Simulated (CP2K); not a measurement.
Pb under changes of volume

One of the cells (32.418 Å³/atom); the others are scaled copies at fixed shape and fractional positions:

```
Pb
1.0
     3.50667    0.00000    0.00000
     1.75936    3.03338    0.00000
    -1.83309   -1.05591    6.09522
Pb
2
Cartesian
  3.4529 1.9890 4.4269
  -0.0199 -0.0115 1.6683
```

This isn't the form of Pb at room conditions, which is fcc.

| Quantity | Value |
| --- | --- |
| Program | CP2K 2026.2 |
| Functional | PBE |
| Potentials or basis | POTENTIAL_UZH Pb GTH-PBE-q4; TZVP-MOLOPT-PBE-GTH basis |
| Density cutoff | 6123 eV |
| k mesh | 9 × 9 × 5 |
| Occupations | fermi-dirac, width 0.05 eV |
| Spin | no spin polarisation |

```csv
volume (Å³/atom),energy over the lowest point (meV/atom),pressure (GPa),largest force (eV/Å)
30.473,41.60,4.8,0.120
31.121,?,?,?
31.769,12.77,2.5,0.037
32.418,4.91,1.5,0.036
33.066,0.79,0.6,0.066
33.714,0.00,-0.2,0.099
34.363,2.20,-0.9,0.131
```

Question: What does the run at 31.121 Å³/atom give?

Answer: Energy over the lowest point 24.83 meV/atom; pressure 3.6 GPa; largest force 0.073 eV/Å.

Worked out: A Birch-Murnaghan fit of order 3 (a polynomial in V^(-2/3)) to the other rows has its minimum at 33.55 Å³/atom with B0 = V·E''(V) = 39 GPa and B' = 4.9 at fixed shape and positions, which overstates the stiffness. It gives 24.83 meV/atom at 31.121 Å³/atom, against the run's 24.83, and -dE/dV = 3.5 GPa, against 3.6.

Energies are extrapolated to zero smearing.

Caveats: the basis of atomic orbitals isn't converged, which shifts pressures, moduli and gaps.
